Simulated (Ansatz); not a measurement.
**BiTe: zone-centre modes under pressure**

BiTe, Fm-3m, a = 6.401 Å. The structure is a COD entry; whether it is the stable form wasn't checked. Ansatz: PBEsol, PAW, 420 eV, Γ-centred 12×12×12 mesh on 2 atoms, Fermi-Dirac smearing 0.15 eV; no spin polarisation. Cell and atoms are relaxed at each pressure with the symmetry kept; optical modes at Γ by linear response, in cm⁻¹, the highest.

```tsv
P (GPa)	V (Å³/atom)	ω1
0	32.786	97.0
5	30.319	?
15	27.276	152.0
```

Q: Get the mode's Grüneisen parameter γ = −d ln ω/d ln V from the other rows and predict the missing frequency.

A: ln(V/V0) = 0.0000, -0.0782, -0.1840; a line through ln(ω/ω0) of the 2 known rows gives ω1: γ = 2.441, predicted 117.4, computed 120.5. The miss is 2.6 %: γ isn't constant over this range. In a metal these frequencies hang on the mesh and smearing.

Spin–orbit coupling is left out, which can shift energies with elements as heavy as these.